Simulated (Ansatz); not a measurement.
**MoS$_{2}$ (P6_3/mmc)**

Theory: Ansatz, DFT PBE, scalar-relativistic, plane waves, PAW.

Settings: cutoff 420 eV, Γ-centred mesh 12×12×2 on the computed 6-atom cell, Gaussian smearing of 0.02 eV; no spin polarisation.

The structure is relaxed at this level of theory with its symmetry kept.

```
Mo S
1.0
     3.18531    0.00000    0.00000
    -1.59266    2.75856    0.00000
     0.00000    0.00000   14.73931
Mo S
2 4
Direct
  0.33333 0.66667 0.25000
  0.66667 0.33333 0.75000
  0.33333 0.66667 0.64401
  0.66667 0.33333 0.14401
  0.33333 0.66667 0.85599
  0.66667 0.33333 0.35599
```

| Item | Value |
| --- | --- |
| Space group | P6_3/mmc (No. 194) |
| Volume per atom | 21.59 Å³ |
| Formation energy from the elements' standard states (uncorrected) | -0.893 eV/atom |
| Kohn–Sham band gap | 1.44 eV, indirect from Γ to K |
| Löwdin character of the top 1 eV of the valence band | Mo 4d 67 %, S 3p 29 % |
| Löwdin character of the lowest 1 eV of the conduction band | Mo 4d 63 %, S 3p 32 % |
| Electron masses at the edge by Cartesian direction of the standard setting (m_e; degenerate bands sorted by energy; no spin-orbit coupling) | x: 0.53, 0.39; y: 0.53, 0.39; z: over 30, over 30 |
| Hole masses at the edge by Cartesian direction of the standard setting (m_e; degenerate bands sorted by energy; no spin-orbit coupling) | x: 1.6; y: 1.6; z: 0.94 |
| Bader charges (e) | Mo (2 in the cell) 1.24, S (4 in the cell) -0.62 |

Each cell of MoS2 holds layers, and where no dispersion correction was added their binding is poorly described.

A ferromagnetic start lost its moments in a first run, so spin was left out; other magnetic orders weren't tried.

Cost: 8 runs of about 7.2 core-minutes in all, on Intel Xeon Platinum 8259CL (Skylake/Cascade Lake) (shared hosts).